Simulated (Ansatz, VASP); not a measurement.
# Ge in VASP and in Ansatz

```
Ge
1.0
    -2.49590    2.65086    1.43695
     2.49590   -2.65086    1.43695
     2.49590    2.65086   -1.43695
Ge
2
Direct
  0.31406 0.06406 0.25000
  0.68594 0.93594 0.75000
```

This isn't the form of Ge at room conditions, which is diamond.

Alike in both runs: task single point; functional PBE; k mesh 11 × 11 × 11; occupations gaussian, width 0.02 eV; no spin polarisation.

|  | VASP | Ansatz |
| --- | --- | --- |
| version | VASP 6.6.1 | Ansatz 0.2.0 |
| potentials or method | VASP PAW PBE potentials, release 64 (Ge_d) | Ansatz PAW |
| plane-wave cutoff (eV) | 520 | 420 |
| valence electrons in the cell | 28 | 28 |

|  | VASP | Ansatz | Ansatz less VASP |
| --- | --- | --- | --- |
| gap on the k mesh at the Fermi level (eV) | none | none | - |
| pressure (GPa) | 1.1 | 1.1 | -0.03 |
| largest component of the traceless stress (GPa) | 1.40 | 1.40 | -0.001 |
| rms of the force components (eV/Å) | 0.036 | 0.036 | +0.0004 |

Atom by atom the forces differ by 0.000 eV/Å (rms over components). A gap of «none» marks a metal or a gap that the smearing closes. The functional is the same, so the differences come from potentials, cutoffs and numerics.
